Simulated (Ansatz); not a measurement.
# Os: energies, forces and stress near the listed structure

A set of self-consistent runs on Os under moves of single atoms, further strains and shifts, distortions that keep the symmetry, to map its energy surface near the listed cell.

Computed with Ansatz 0.2.0 (DFT PBEsol, scalar-relativistic, plane waves, PAW, unless a step's input says otherwise).

1 further run of the same task is left out (set aside as unsound or not needed).

### 1 The system as given

Symmetry: P6_3/mmc, No. 194, hexagonal system. The conventional cell has a = 2.734 Å, b = 2.734 Å, c = 4.320 Å, α = 90.00°, β = 90.00°, γ = 120.00°. Os (site symmetry -6m2) is surrounded by 12 Os at 2.68 to 2.73 Å.

Structure file:

```cif
data_structure
_symmetry_space_group_name_H-M 'P6_3/mmc'
_symmetry_Int_Tables_number 194
_cell_length_a 2.7341
_cell_length_b 2.7341
_cell_length_c 4.3197
_cell_angle_alpha 90.000
_cell_angle_beta 90.000
_cell_angle_gamma 120.000
_cell_volume 27.96
loop_
_atom_site_label
_atom_site_type_symbol
_atom_site_symmetry_multiplicity
_atom_site_Wyckoff_symbol
_atom_site_fract_x
_atom_site_fract_y
_atom_site_fract_z
_atom_site_occupancy
Os1 Os 2 c 0.33333 0.66667 0.25000 1
```

The structure comes from the Crystallography Open Database.

### 2 A change within the space group

The change: strain xx, yy, zz, yz, xz, xy = +4.2, +4.2, -1.8, +0.0, +0.0, +0.0 %.

input.yaml reads:

```yaml
crystal:
  lattice:
    - [2.8485494005, 0.0, 0.0]
    - [-1.4242747003, 2.4669161448, 0.0]
    - [0.0, 0.0, 4.241340642]
  atoms:
    - { symbol: Os, position: [0.3333333333, 0.6666666667, 0.25] }
    - { symbol: Os, position: [0.6666666667, 0.3333333333, 0.75] }
basis:
  ecutwfc: 420
kpoints:
  mp_grid: { grid: [18, 18, 10] }
hamiltonian:
  xc: pbesol
scf:
  occupations: { method: gaussian, width: 0.1 }
output:
  forces: true
  stress: true
  eigenvalues: true
  populations: true
```

Started as:

```sh
$ ansatz run input.yaml --threads 1 --pin off --max-ram 1331MiB --backend cpu --events-out ev --progress --plain --runs-dir out
```

### 3 A single atom displaced

input.yaml reads:

```yaml
crystal:
  lattice:
    - [2.7340999755, 0.0, 0.0]
    - [-1.3670499878, 2.3678000353, 0.0]
    - [0.0, 0.0, 4.3197]
  atoms:
    - { symbol: Os, position: [0.3189671865, 0.7088535062, 0.2629360835] }
    - { symbol: Os, position: [0.6666666667, 0.3333333333, 0.75] }
basis:
  ecutwfc: 420
kpoints:
  mp_grid: { grid: [15, 15, 8] }
hamiltonian:
  xc: pbesol
scf:
  occupations: { method: gaussian, width: 0.1 }
output:
  forces: true
  stress: true
  eigenvalues: true
```

### 4 A distortion that keeps the symmetry

input.yaml reads:

```yaml
crystal:
  lattice:
    - [2.682097394, 0.0, 0.0]
    - [-1.341048697, 2.3227644786, 0.0]
    - [0.0, 0.0, 4.496721306]
  atoms:
    - { symbol: Os, position: [0.3333333333, 0.6666666667, 0.25] }
    - { symbol: Os, position: [0.6666666667, 0.3333333333, 0.75] }
basis:
  ecutwfc: 420
kpoints:
  mp_grid: { grid: [18, 18, 10] }
hamiltonian:
  xc: pbesol
scf:
  occupations: { method: gaussian, width: 0.1 }
output:
  forces: true
  stress: true
  eigenvalues: true
```

### 5 A distortion of lower symmetry

input.yaml reads:

```yaml
crystal:
  lattice:
    - [2.7090009377, 0.0, 0.0]
    - [-1.3545004689, 2.4933407932, -0.0228255923]
    - [0.0, -0.041641908, 4.529767011]
  atoms:
    - { symbol: Os, position: [0.3586508096, 0.7173016193, 0.3007848674] }
    - { symbol: Os, position: [0.6413491904, 0.2826983807, 0.6992151326] }
basis:
  ecutwfc: 420
kpoints:
  mp_grid: { grid: [16, 16, 8] }
hamiltonian:
  xc: pbesol
scf:
  occupations: { method: gaussian, width: 0.1 }
output:
  forces: true
  stress: true
  eigenvalues: true
  populations: true
```

### 6 A single atom displaced

input.yaml reads:

```yaml
crystal:
  lattice:
    - [2.7340999755, 0.0, 0.0]
    - [-1.3670499878, 2.3678000353, 0.0]
    - [0.0, 0.0, 4.3197]
  atoms:
    - { symbol: Os, position: [0.3333333333, 0.6666666667, 0.25] }
    - { symbol: Os, position: [0.5735182544, 0.3651265586, 0.7003113642] }
basis:
  ecutwfc: 420
kpoints:
  mp_grid: { grid: [15, 15, 8] }
hamiltonian:
  xc: pbesol
scf:
  occupations: { method: gaussian, width: 0.1 }
output:
  forces: true
  stress: true
  eigenvalues: true
  write_density: true
  write_potential: true
  elf: true
  volumetric_format: npy
```

### 7 A distortion of lower symmetry

input.yaml reads:

```yaml
crystal:
  lattice:
    - [2.5837244768, -0.0673408824, -0.0665206524]
    - [-1.3501811533, 2.3746196241, 0.0564410885]
    - [-0.105098301, 0.042289863, 4.411882398]
  atoms:
    - { symbol: Os, position: [0.3399169148, 0.701897905, 0.2606871356] }
    - { symbol: Os, position: [0.6600830852, 0.298102095, 0.7393128644] }
basis:
  ecutwfc: 420
kpoints:
  mp_grid: { grid: [16, 16, 8] }
hamiltonian:
  xc: pbesol
scf:
  occupations: { method: gaussian, width: 0.1 }
output:
  forces: true
  stress: true
  eigenvalues: true
```

### 8 A distortion that keeps the symmetry

input.yaml reads:

```yaml
crystal:
  lattice:
    - [2.8735390743, 0.0, 0.0]
    - [-1.4367695372, 2.4885578371, 0.0]
    - [0.0, 0.0, 4.4104137]
  atoms:
    - { symbol: Os, position: [0.3333333333, 0.6666666667, 0.25] }
    - { symbol: Os, position: [0.6666666667, 0.3333333333, 0.75] }
basis:
  ecutwfc: 420
kpoints:
  mp_grid: { grid: [15, 15, 8] }
hamiltonian:
  xc: pbesol
scf:
  occupations: { method: gaussian, width: 0.1 }
output:
  forces: true
  stress: true
  eigenvalues: true
  populations: true
```

Before running it: what results should come out? Wanted: for each run, case; energy; pressure; largest force.

The runs gave:

```
step                                  case  energy (meV/atom)  pressure (GPa)  largest force (eV/Å)  gap on the mesh (eV)
   2       a change within the space group               +0.0           -23.3                  0.00                  0.00
   3               a single atom displaced             -71.1*            -0.8                  1.70                  0.00
   4  a distortion that keeps the symmetry              -67.3            -2.8                  0.00                  0.00
   5        a distortion of lower symmetry            +750.2*             6.8                  7.20                  0.00
   6               a single atom displaced            +305.9*            15.4                  5.30                  0.00
   7        a distortion of lower symmetry            +130.8*            26.0                  1.59                  0.00
   8  a distortion that keeps the symmetry            +140.7*           -39.8                  0.00                  0.00
```

Energies are counted from step 2, with the smearing taken to zero; a star marks another k mesh, which can shift energies by itself, so starred rows don't rank against the others. A gap of 0.00 means none on the mesh at this level.

**Reading.** Among the distorted cells of the listed formula and level the largest force, 7.20 eV/Å, comes in step 5, shared by 2 atoms. The distorted cells of the listed formula and level show no gap on the mesh. The runs treat Os without spin-orbit coupling.
